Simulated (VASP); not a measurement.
# GaAs: single point with PBE

**The experiment to reproduce.**

“Evidence of valence band perturbations in GaAsN/GaAs(001): A combined variable-angle spectroscopic ellipsometry and modulated photoreflectance investigation”, 2008, arxiv:0805.2212 reports, for a bulk crystal of GaAs at 300 K: band gap 1.412 ± 0.01 eV (direct).

GaAs:

```
As Ga
1.0
     0.00000    2.82685    2.82685
     2.82685    0.00000    2.82685
     2.82685    2.82685    0.00000
As Ga
1 1
Direct
  0.25000 0.25000 0.25000
  0.00000 0.00000 0.00000
```

- Program: VASP 6.6.1
- Task: single point
- Functional: PBE
- Potentials or basis: VASP PAW PBE potentials, release 54 (As, Ga_d)
- Cutoff: 520 eV
- k mesh: 8 × 8 × 8
- Occupations: gaussian, width 0.1 eV
- Spin: no spin polarisation

- Pressure: 3.5 GPa
- Band gap on the k mesh: 0.52 eV, direct

Levels at points of the mesh, in eV from the valence-band top:
| k point | band 5 | band 6 | band 7 | band 8 | band 9 | band 10 | band 11 | band 12 | band 13 |
| --- | --- | --- | --- | --- | --- | --- | --- | --- | --- |
| (0.00, 0.00, 0.00) | -14.73 | -12.73 | 0.00 | 0.00 | 0.00 | 0.52 | 3.73 | 3.73 | 3.73 |
| (0.50, 0.00, 0.00) | -14.73 | -10.96 | -6.64 | -1.14 | -1.14 | 1.00 | 4.63 | 4.63 | 7.75 |
| (0.50, 0.50, 0.00) | -14.72 | -10.22 | -6.82 | -2.68 | -2.68 | 1.46 | 1.65 | 10.17 | 10.17 |

Wall time 20 s on 1 thread of Intel(R) Xeon(R) Platinum 8488C (Sapphire Rapids) (shared host), peak memory 0.17 GiB.

Against the measured gap of GaAs, 1.412 eV (direct; 300 K; “Evidence of valence band perturbations in GaAsN/GaAs(001): A combined variable-angle spectroscopic ellipsometry and modulated photoreflectance investigation”, 2008, arxiv:0805.2212), the calculated 0.52 eV is off by -0.89 eV. 3 values of this kind are on record (1.412 to 1.51 eV); this one was drawn at random among those near their median, those with a stated uncertainty first. Spin-orbit coupling on As, Ga is left out. The value is that of PBE on a finite k mesh, which can miss the band edges, without temperature or zero-point motion. Semilocal functionals fall short of measured gaps as a rule.
